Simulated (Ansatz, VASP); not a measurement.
# Cross-check of GaP between VASP and Ansatz

Aim: how closely do two programs agree when they are given the same cell, functional and k mesh? The cell is taken from a series of runs on this material, whose earlier steps may have relaxed, scaled, displaced or heated it; both programs get it as it stands.

Method: plane waves, with VASP 6.6.1 beside it; zone-centre phonons at LDA, in Ansatz 0.2.0.

### 1. Set-up

The structure is orthorhombic, space group Imm2 (No. 44). The conventional cell has a = 3.736 Å, b = 3.814 Å, c = 5.438 Å, α = 90.00°, β = 90.00°, γ = 90.00°. Nearest to P lie 4 Ga at 2.32 to 2.33 Å. Nearest to Ga lie 4 P at 2.32 to 2.33 Å. Farther neighbours are not listed.

### 2. Ansatz: zone-centre phonons, LDA, pair 1

Ansatz runs on its PAW soft_1 files.

Second derivatives magnify differences that forces hide, and they need a tight electronic threshold.

input.yaml reads:

```yaml
crystal:
  lattice:
    - [-0.0277020024, 2.6694935803, 2.7190421955]
    - [2.6694935803, -0.0277020024, 2.7190421955]
    - [2.6417915779, 2.6417915779, 0.0]
  atoms:
    - { symbol: P, position: [0.7484915781, 0.7484915781, 0.7515084219] }
    - { symbol: Ga, position: [0.0015084219, 0.0015084219, -0.0015084219] }
kpoints:
  mp_grid: { grid: [12, 12, 12] }
hamiltonian:
  xc: lda
  pseudopotentials: { kind: paw, azcp: { folder: soft_1 }, xc_functional: pbe }
scf:
  occupations: { method: fixed }
output:
  eigenvalues: true
phonons:
  method: dfpt
```

Run with:

```console
$ ansatz run input.yaml --threads 4 --pin off --max-ram 10240MiB --backend cpu --events-out ev --progress --plain --runs-dir out
```

Numbers of over 12 decimals in the logs are rounded to 6 here.

Log:

```text
zone centre: on kpoints.mp_grid the ground state, and the responses unless they are solved on pairs of k-points, stand on 476 of the mesh's 1728 k-points, reduced under 2 symmetry operations, with k and −k counted as one. Each operation leaves every solved displacement unchanged or reverses it
Engine: ansatz 0.2.0, aarch64-unknown-linux-gnu
Pseudopotentials: kind: paw
Pseudopotential: P, paw, valence charge 5, recommended cutoff 420 eV (normal), soft_1/P.paw.azcp
Pseudopotential: Ga, paw, valence charge 13, recommended cutoff 420 eV (normal), soft_1/Ga.paw.azcp
Functional definition: SPW92
  exchange = slater_x
  correlation = pw_c
Crystal: 2 atoms, lattice volume = 38.749 Å³
Basis set: ecut = 420 eV, 745 PW (Γ), exchange–correlation on 54×54×54 points (8 copies of the dense FFT grid, shifted against one another)
Bands: 13, of which v1, the nominal top of the filled ones, is band 9 counted from 1 (8 counted from 0)
Symmetry: 4 space group operations
k-points: 476 of 1728 (irreducible under 2 space group operations, time reversal used)
Non-local potential: P, projectors of the file, l = 0: 2, l = 1: 2, l = 2: 1
Non-local potential: Ga, projectors of the file, l = 0: 2, l = 1: 2, l = 2: 3, l = 3: 1
PAW form: soft (Blöchl's): semilocal exchange-correlation on the pseudo side does not see the compensation charge
PAW frozen core: P, regenerated for the run's functional, and the local potential with it (the file was generated under x = pbe(κ = 0.804, μ = 0.219515), c = pbe(β = 0.066725))
PAW frozen core: Ga, regenerated for the run's functional, and the local potential with it (the file was generated under x = pbe(κ = 0.804, μ = 0.219515), c = pbe(β = 0.066725))
PAW one-centre angular grid: P, 110 points (default); XC on 64 Gauss nodes
PAW one-centre angular grid: Ga, 590 points (default); XC on 64 Gauss nodes
Initial density: superposition of atomic densities (chi_scale 0.1, normalization cell, long waves kept (reshape's long-wave potential 0.00 eV rms))
Initial wavefunctions: pseudopotential atomic-orbital guess
Functional: x = slater, c = lda
SCF iter   1: F=—  HF=-4433.964968 eV  |F-HF|=—  |Δ(HF+E_count)|=         —  Δρ=4.54e-2  dr2=6.76e-1  ethr=3.10e-3  ⟨swp⟩=5.0  Hψ=33383  notcnv=0  defer=920
preconditioner: auto → none  [insulator: Δε(μ)=1.661 eV  Ē_g=15.556 eV  n_scr=14 (ndim 8)  ℏωp=25.3 eV  f_vac=0.000  ε∞_Penn≈3.6]
SCF iter   2: F=—  HF=-4433.783335 eV  |F-HF|=—  |Δ(HF+E_count)|=   1.82e-1  Δρ=2.04e-2  dr2=9.09e-2  ethr=3.10e-3  ⟨swp⟩=2.1  Hψ=11391  notcnv=0  defer=887
SCF iter   3: F=—  HF=-4433.769422 eV  |F-HF|=—  |Δ(HF+E_count)|=   1.39e-2  Δρ=5.16e-3  dr2=9.94e-3  ethr=5.05e-4  ⟨swp⟩=3.0  Hψ=11394  notcnv=0  defer=942
SCF iter   4: F=—  HF=-4433.765730 eV  |F-HF|=—  |Δ(HF+E_count)|=   3.69e-3  Δρ=2.37e-3  dr2=7.89e-4  ethr=5.52e-5  ⟨swp⟩=2.9  Hψ=12052  notcnv=0  defer=952
SCF iter   5: F=—  HF=-4433.765388 eV  |F-HF|=—  |Δ(HF+E_count)|=   3.41e-4  Δρ=5.41e-4  dr2=4.22e-5  ethr=4.38e-6  ⟨swp⟩=2.0  Hψ=11425  notcnv=0  defer=952
SCF iter   6: F=—  HF=-4433.765389 eV  |F-HF|=—  |Δ(HF+E_count)|=   3.72e-7  Δρ=3.23e-5  dr2=2.70e-7  ethr=2.35e-7  ⟨swp⟩=2.3  Hψ=7598  notcnv=0  defer=602
SCF iter   7: F=—  HF=-4433.765389 eV  |F-HF|=—  |Δ(HF+E_count)|=   2.86e-7  Δρ=6.28e-6  dr2=1.40e-8  ethr=1.50e-9  ⟨swp⟩=2.1  Hψ=10496  notcnv=0  defer=316
SCF iter   8: F=—  HF=-4433.765389 eV  |F-HF|=—  |Δ(HF+E_count)|=   4.04e-9  Δρ=1.65e-6  dr2=5.44e-10  ethr=7.76e-11  ⟨swp⟩=2.0  Hψ=7710  notcnv=0  defer=316
SCF iter   9: F=-4433.765389 eV  HF=-4433.765389 eV  |F-HF|=0.00e0  |Δ(HF+E_count)|=  9.64e-11  Δρ=1.57e-7  dr2=3.94e-12  ethr=1.00e-12  ⟨swp⟩=9.0  Hψ=44279  notcnv=0
SCF 1 converged in 9 iterations: F = -4433.765389 eV  dr2 = 3.94e-12
  greatest PAW one-centre occupation: 0.994 electrons in one spin orbital (limit 2), on the Ga atom at site 1 (counted from 0), in its partial waves of l = 2
DFPT response loops at Γ: preconditioner auto → none (the input reference at scf.mixing.eps_inf says where Resta's filter doesn't serve); β = 0.50; Broyden in place of MSR1
SCF converged after 9 iterations
Free energy (F): -4433.765389 eV
Harris-Foulkes:  -4433.765389 eV  (|F-HF|=0.00e0)
Internal energy: -4433.765389 eV  (E = F + TS)
E sigma→0 (E₀):  -4433.765389 eV
Fermi energy:    7.520405 eV
--- Per-component energies (eV) ---
  E_band       = -56.521921
  E_kinetic    = 182.466956
  E_local      = -1651.255463  (includes V_loc(G=0)·N_el)
  E_nonlocal   = -57.219995
  E_hartree    = 1003.595066
  E_xc         = -136.126935
  E_vxc        = -118.814908  (∫ρ·V_xc dr)
  E_paw        = -2445.102447  (= ΣΔE_a)
  E_vpaw       = -418.888489  (= ΣTr[D̂ρ^β])
  E_aug_tail   = -0.000213  (compensation charges beyond the density's cutoff)
  E_ewald      = -1331.968190
  E_core_change = 1.845833  (= ΣΔE_core)
  E_smearing   = -0.000000  (= −TS)
  E_closure    = -0.000000  (closes the sum)
  Σ components = -4433.765389   (vs F -4433.765389, Δ=0.00e0)
--- Band table (eV; the first three rows and the last of 476) ---
  k-point 0: bands = [... 5 lower, -5.4639, 7.3115, 7.3369, 7.5204, 9.3384, 11.0288, 11.2172, 11.2844]
  k-point 1: bands = [... 5 lower, -5.3662, 6.5247, 7.2186, 7.2606, 9.7537, 11.2183, 11.3805, 11.5432]
  k-point 2: bands = [... 5 lower, -5.0799, 4.9868, 6.9444, 6.9506, 9.7444, 11.6455, 11.7591, 12.5438]
  k-point 475: bands = [... 5 lower, -2.3192, 0.2491, 4.4824, 4.7540, 8.7978, 9.2415, 18.1195, 18.2050]
--- Phonons (Γ-DFPT): 4 representative perturbations + reference, on 476 of 1728 k-points (Σ response iterations 12) ---
  k mesh reduced under 2 symmetry operations, with k and −k counted as one. Each operation leaves every solved displacement unchanged or reverses it
  ASR residual: 9.228e-5 → 0.000e0 eV/Å²; symmetrization residual: 1.848e-6 eV/Å²
  ASR residual per site (eV/Å²): 5.74e-5 9.23e-5
  Γ frequencies (cm⁻¹): 0.00 0.00 0.00 366.31 370.62 371.86
  non-analytic LO–TO correction: not included (Born effective charges unavailable; polar crystals: no LO–TO splitting at Γ)
```

The column dr2 measures how far the density is from self-consistency, as an energy; F and HF (Harris–Foulkes) agree once it is small.

### 3. VASP: zone-centre phonons, LDA, pair 1

The same cell, functional (in two slightly different forms) and mesh now go to VASP, with its own data sets.

Lines of VASP's logs that name or quote its potential files are left out, and so is its time.

INCAR reads:

```
SYSTEM = GaP
PREC = Accurate
ENCUT = 500
EDIFF = 1E-08
NELM = 120
ISMEAR = 0
SIGMA = 0.01
LREAL = .FALSE.
ALGO = Normal
GGA = PW92
NBANDS = 15
LORBIT = 11
LWAVE = .FALSE.
LCHARG = .FALSE.
ISIF = 2
IBRION = 8
LASPH = .TRUE.
GGA_COMPAT = .FALSE.
EFERMI = MIDGAP
KPAR = 2
```

POSCAR reads:

```
GaP
1.0
   -0.0277020024      2.6694935803      2.7190421955
    2.6694935803     -0.0277020024      2.7190421955
    2.6417915779      2.6417915779      0.0000000000
P Ga
1 1
Direct
    0.7484915781      0.7484915781      0.7515084219
    0.0015084219      0.0015084219      0.9984915781
```

KPOINTS reads:

```
Automatic mesh
0
Gamma
12 12 12
0 0 0
```

Potentials, in the order of the species: P and Ga_d (LDA family, release 64).

Run with:

```console
$ mpirun -np 2 vasp_std
```

Log:

```text
[banner, memory and clock lines left out]
running    2 mpi-ranks, on    1 nodes
 distrk:  each k-point on    1 cores,    2 groups
 distr:  one band on    1 cores,    1 groups

 POSCAR found type information on POSCAR P Ga
 POSCAR found :  2 types and       2 ions
|                                                                             |
|               ----> ADVICE to this user running VASP <----                  |
|                                                                             |
|     You enforced a specific xc type in the INCAR file but a different       |
|     [... a line on the potential file left out ...]
|     I HOPE YOU KNOW WHAT YOU ARE DOING!                                     |
|                                                                             |

 LDA part: xc-table for (Slater(with rela. corr.)+PW92), standard interpolation
 POSCAR, INCAR and KPOINTS ok, starting setup
 FFT: planning ... GRIDC
 FFT: planning ... GRID_SOFT
 FFT: planning ... GRID
 WAVECAR not read
 entering main loop
       N       E                     dE             d eps       ncg     rms          rms(c)
DAV:   1     0.779107740646E+02    0.77911E+02   -0.89725E+03  8710   0.172E+03
DAV:   2    -0.469894819244E+01   -0.82610E+02   -0.78802E+02  9541   0.312E+02
DAV:   3    -0.106811982427E+02   -0.59823E+01   -0.59593E+01 10486   0.679E+01
DAV:   4    -0.107793115448E+02   -0.98113E-01   -0.98072E-01 10400   0.937E+00
DAV:   5    -0.107813640203E+02   -0.20525E-02   -0.20524E-02 10918   0.118E+00    0.454E+00
DAV:   6    -0.104981126360E+02    0.28325E+00   -0.39015E-01 13044   0.114E+01    0.293E+00
DAV:   7    -0.104461299168E+02    0.51983E-01   -0.96866E-02 11023   0.230E+00    0.108E+00
DAV:   8    -0.104415457606E+02    0.45842E-02   -0.12531E-02 10768   0.130E+00    0.222E-01
DAV:   9    -0.104415021164E+02    0.43644E-04   -0.10610E-03 12571   0.423E-01    0.624E-02
DAV:  10    -0.104414976668E+02    0.44496E-05   -0.54538E-05 12820   0.939E-02    0.240E-02
DAV:  11    -0.104415036689E+02   -0.60021E-05   -0.93288E-06 10900   0.442E-02    0.795E-03
DAV:  12    -0.104415034401E+02    0.22875E-06   -0.59682E-07 10729   0.847E-03    0.483E-03
DAV:  13    -0.104415034308E+02    0.92778E-08   -0.16914E-07 11076   0.398E-03    0.625E-04
DAV:  14    -0.104415034297E+02    0.11169E-08   -0.12249E-08  7265   0.155E-03
   1 F= -.10441503E+02 E0= -.10441503E+02  d E =0.000000E+00
 Linear response reoptimize wavefunctions to high precision
DAV:   1    -0.104415034300E+02   -0.30468E-09   -0.22647E-09  8533   0.775E-04
DAV:   2    -0.104415034301E+02   -0.41837E-10   -0.39637E-10  5614   0.176E-04
 Linear response DOF=           4
 Linear response progress:
  Degree of freedom:   1/  4
       N       E                     dE             d eps       ncg     rms          rms(c)
RMM:   1    -0.507727496015E-01   -0.50773E-01    0.53897E-03 61854   0.183E+00
RMM:   2    -0.473292623676E-01    0.34435E-02   -0.61119E-03 47537   0.554E-01    0.123E-01
RMM:   3    -0.473817057329E-01   -0.52443E-04   -0.52723E-04 52763   0.179E-01    0.596E-02
RMM:   4    -0.476512770544E-01   -0.26957E-03   -0.74692E-05 51425   0.663E-02    0.115E-02
RMM:   5    -0.476653913191E-01   -0.14114E-04   -0.82638E-06 55265   0.225E-02    0.696E-03
RMM:   6    -0.476487880737E-01    0.16603E-04   -0.15486E-06 51638   0.805E-03    0.387E-03
RMM:   7    -0.476495433992E-01   -0.75533E-06   -0.23321E-07 54522   0.314E-03    0.811E-04
RMM:   8    -0.476474169304E-01    0.21265E-05   -0.29426E-08 53087   0.108E-03    0.136E-04
RMM:   9    -0.476471463333E-01    0.27060E-06   -0.84122E-09 54867   0.339E-04    0.180E-05
RMM:  10    -0.476471751701E-01   -0.28837E-07    0.88971E-11 52874   0.113E-04    0.442E-06
RMM:  11    -0.476471743813E-01    0.78888E-09   -0.13523E-10 54755   0.435E-05    0.578E-06
 first order change of Fermi-energy   0.11523E-03
 force on displaced ion       1 direction 1 : -10.720  -0.163  -0.000
 Linear response progress:
  Degree of freedom:   2/  4
       N       E                     dE             d eps       ncg     rms          rms(c)
RMM:   1    -0.506467699753E-01   -0.50647E-01    0.91390E-03 19244   0.186E+00
RMM:   2    -0.474920081761E-01    0.31548E-02   -0.61474E-03 15345   0.549E-01    0.125E-01
RMM:   3    -0.475605969970E-01   -0.68589E-04   -0.51607E-04 16848   0.176E-01    0.609E-02
RMM:   4    -0.478410919194E-01   -0.28049E-03   -0.78829E-05 16474   0.669E-02    0.117E-02
RMM:   5    -0.478543046918E-01   -0.13213E-04   -0.93724E-06 17662   0.228E-02    0.693E-03
RMM:   6    -0.478377254903E-01    0.16579E-04   -0.14366E-06 16541   0.807E-03    0.409E-03
RMM:   7    -0.478380218930E-01   -0.29640E-06   -0.21958E-07 17156   0.320E-03    0.676E-04
RMM:   8    -0.478360737287E-01    0.19482E-05   -0.88683E-09 16628   0.119E-03    0.228E-04
RMM:   9    -0.478356782064E-01    0.39552E-06   -0.21415E-09 17952   0.399E-04    0.482E-05
RMM:  10    -0.478356641813E-01    0.14025E-07   -0.32268E-11 16857   0.121E-04    0.129E-05
RMM:  11    -0.478356310713E-01    0.33110E-07    0.74137E-10 17505   0.473E-05    0.689E-06
RMM:  12    -0.478356327490E-01   -0.16777E-08    0.35546E-10 16494   0.215E-05    0.101E-06
 first order change of Fermi-energy  -0.15339E+01
 force on displaced ion       1 direction 3 :  -0.000  -0.000 -10.808
 Linear response progress:
  Degree of freedom:   3/  4
       N       E                     dE             d eps       ncg     rms          rms(c)
RMM:   1    -0.167042697130E+00   -0.16704E+00    0.12866E-01 32765   0.876E+00
RMM:   2    -0.165009874024E+00    0.20328E-02   -0.27008E-02 50968   0.145E+00    0.569E-02
RMM:   3    -0.165390520008E+00   -0.38065E-03   -0.38998E-03 53134   0.426E-01    0.421E-02
RMM:   4    -0.165263016286E+00    0.12750E-03   -0.13671E-03 56039   0.164E-01    0.138E-02
RMM:   5    -0.165240323973E+00    0.22692E-04   -0.38355E-05 55587   0.402E-02    0.518E-03
RMM:   6    -0.165245447471E+00   -0.51235E-05   -0.41898E-06 54933   0.142E-02    0.853E-04
RMM:   7    -0.165245513868E+00   -0.66397E-07   -0.62223E-07 55067   0.567E-03    0.127E-04
RMM:   8    -0.165244573007E+00    0.94086E-06   -0.41139E-07 56024   0.239E-03    0.372E-05
RMM:   9    -0.165244357529E+00    0.21548E-06   -0.21027E-07 56168   0.101E-03    0.185E-05
RMM:  10    -0.165244334245E+00    0.23284E-07   -0.15413E-07 56199   0.446E-04    0.116E-05
RMM:  11    -0.165244281278E+00    0.52968E-07    0.65724E-09 56140   0.208E-04    0.542E-06
RMM:  12    -0.165244264591E+00    0.16686E-07    0.14020E-08 57241   0.100E-04    0.110E-06
RMM:  13    -0.165244263753E+00    0.83808E-09    0.45203E-10 53752   0.513E-05    0.627E-07
 first order change of Fermi-energy  -0.13600E-04
 force on displaced ion       2 direction 1 : -10.707  -0.145   0.000
 Linear response progress:
  Degree of freedom:   4/  4
       N       E                     dE             d eps       ncg     rms          rms(c)
RMM:   1    -0.167328519106E+00   -0.16733E+00    0.11164E-01 10565   0.863E+00
RMM:   2    -0.165091133224E+00    0.22374E-02   -0.25398E-02 16107   0.142E+00    0.579E-02
RMM:   3    -0.165548346367E+00   -0.45721E-03   -0.39426E-03 16981   0.426E-01    0.444E-02
RMM:   4    -0.165415223804E+00    0.13312E-03   -0.71414E-04 17685   0.141E-01    0.141E-02
RMM:   5    -0.165399164647E+00    0.16059E-04   -0.30661E-05 17911   0.379E-02    0.413E-03
RMM:   6    -0.165402698701E+00   -0.35341E-05   -0.37971E-06 17417   0.135E-02    0.995E-04
RMM:   7    -0.165403899246E+00   -0.12005E-05   -0.13082E-06 17620   0.541E-03    0.128E-04
RMM:   8    -0.165402777033E+00    0.11222E-05   -0.41656E-07 17652   0.229E-03    0.756E-05
RMM:   9    -0.165402398250E+00    0.37878E-06   -0.19896E-07 17671   0.965E-04    0.286E-05
RMM:  10    -0.165402289511E+00    0.10874E-06   -0.63225E-08 17894   0.436E-04    0.167E-05
RMM:  11    -0.165402228418E+00    0.61093E-07   -0.48386E-08 17949   0.203E-04    0.533E-06
RMM:  12    -0.165402220739E+00    0.76796E-08   -0.22647E-08 17872   0.978E-05    0.180E-06
 first order change of Fermi-energy   0.15345E+01
 force on displaced ion       2 direction 3 :  -0.000  -0.000 -10.814
 Linear response finished
```

OUTCAR, selected parts (step 3):

```text
ion  position               nearest neighbor table
   1  0.748  0.748  0.752-   2 2.32   2 2.32   2 2.33   2 2.33
   2  0.002  0.002  0.998-   1 2.32   1 2.32   1 2.33   1 2.33

  LATTYP: Found a body centered orthorhombic cell.
 ALAT       =     3.7360574784
 B/A-ratio  =     1.0209721332
 C/A-ratio  =     1.4555676465

 Subroutine GETGRP returns: Found  4 space group operations
 (whereof  4 operations were pure point group operations)

The static configuration has the point symmetry C_2v.

 Found    280 irreducible k-points:

   k-points           NKPTS =    280   k-points in BZ     NKDIM =    280   number of bands    NBANDS=     15

   dimension x,y,z NGX =    28 NGY =   28 NGZ =   28
   dimension x,y,z NGXF=    56 NGYF=   56 NGZF=   56

   ENCUT  =  500.0 eV  36.75 Ry    6.06 a.u.   6.95  6.95  6.81*2*pi/ulx,y,z

   NELECT =      18.0000    total number of electrons

 k-points in reciprocal lattice and weights: Automatic mesh
   0.00000000  0.00000000  0.00000000       0.001
   0.08333333 -0.00000000  0.00000000       0.002
   0.16666667  0.00000000  0.00000000       0.002
   0.25000000 -0.00000000  0.00000000       0.002
   0.33333333 -0.00000000  0.00000000       0.002
   0.41666667 -0.00000000  0.00000000       0.002
   0.50000000 -0.00000000  0.00000000       0.001
   0.08333333  0.08333333  0.00000000       0.001
   0.16666667  0.08333333  0.00000000       0.002
[...]
0.25000000  0.25000000  0.50000000       0.001
  -0.25000000  0.25000000  0.50000000       0.001

 average (electrostatic) potential at core
       1 -84.2068       2 -66.1715

  Total        0.3772392      0.3772392      0.0095974      0.3678245      0.0000000      0.0000000
  in kB       15.5980540     15.5980540      0.3968331     15.2087760      0.0000000      0.0000000
  external PRESSURE =      10.5309804 kB  Pullay stress =       0.0000000 kB

  energy-cutoff  :      500.00
  volume of cell :       38.75
      direct lattice vectors                 reciprocal lattice vectors
    -0.027702002  2.669493580  2.719042196    -0.185377732  0.185377732  0.183888283
     2.669493580 -0.027702002  2.719042196     0.185377732 -0.185377732  0.183888283
     2.641791578  2.641791578  0.000000000     0.189265499  0.189265499 -0.183888283

 POSITION                                       TOTAL-FORCE (eV/Angst)
 -----------------------------------------------------------------------------------
      3.96269      3.96269      4.07036         0.000000      0.000000      0.000309
      2.64179      2.64179      0.00820        -0.000000     -0.000000     -0.000309
 -----------------------------------------------------------------------------------
    total drift:                               -0.000001     -0.000001     -0.000403

 Eigenvectors and eigenvalues of the dynamical matrix
 ----------------------------------------------------

   1 f  =   11.131135 THz    69.938985 2PiTHz  371.294702 cm-1    46.034655 meV
             X         Y         Z           dx          dy          dz
      3.962687  3.962687  4.070360    -0.588648   -0.588648    0.000000
      2.641792  2.641792  0.008203     0.391782    0.391782   -0.000000

   2 f  =   11.098916 THz    69.736547 2PiTHz  370.219992 cm-1    45.901408 meV
             X         Y         Z           dx          dy          dz
      3.962687  3.962687  4.070360     0.000000    0.000000    0.832036
      2.641792  2.641792  0.008203    -0.000000    0.000000   -0.554722

   3 f  =   10.969162 THz    68.921276 2PiTHz  365.891850 cm-1    45.364787 meV
             X         Y         Z           dx          dy          dz
      3.962687  3.962687  4.070360     0.588346   -0.588346   -0.000000
      2.641792  2.641792  0.008203    -0.392235    0.392235    0.000000

   4 f/i=    0.001203 THz     0.007557 2PiTHz    0.040121 cm-1     0.004974 meV
             X         Y         Z           dx          dy          dz
      3.962687  3.962687  4.070360    -0.392235    0.392235    0.000000
      2.641792  2.641792  0.008203    -0.588346    0.588346    0.000000

   5 f/i=    0.001446 THz     0.009083 2PiTHz    0.048222 cm-1     0.005979 meV
             X         Y         Z           dx          dy          dz
      3.962687  3.962687  4.070360    -0.000000    0.000000   -0.554722
      2.641792  2.641792  0.008203    -0.000000    0.000000   -0.832036

   6 f/i=    0.007349 THz     0.046175 2PiTHz    0.245138 cm-1     0.030393 meV
             X         Y         Z           dx          dy          dz
      3.962687  3.962687  4.070360    -0.391782   -0.391782    0.000000
      2.641792  2.641792  0.008203    -0.588648   -0.588648    0.000000

 ELASTIC MODULI CONTR FROM IONIC RELAXATION (kBar)
 Direction    XX          YY          ZZ          XY          YZ          ZX
 --------------------------------------------------------------------------------
 XX          -0.7175     -0.7175     -1.1630    -13.6118     -0.0000     -0.0000
 YY          -0.7175     -0.7175     -1.1630    -13.6118     -0.0000     -0.0000
 ZZ          -1.1630     -1.1630     -1.8851    -22.0628     -0.0000      0.0000
 XY         -13.6118    -13.6118    -22.0628   -258.2214     -0.0000     -0.0000
 YZ          -0.0000     -0.0000     -0.0000     -0.0000   -263.5816    -26.0827
 ZX          -0.0000     -0.0000      0.0000     -0.0000    -26.0827   -251.8865
 --------------------------------------------------------------------------------
```

(Continued in part 2 of 2.)

[Lines on the potential files, build, host, timing and source positions are cut from VASP's logs without a mark.]

[Logs are printed without paths, hosts, clocks, repeated set-up lines and the standing remarks that a program may print on its own settings, such as how far it seeks lower states.]

[Hosts, paths, dates, database ids (printed as entryN), source tags and the programs' standing remarks are cut or masked in the printed files.]
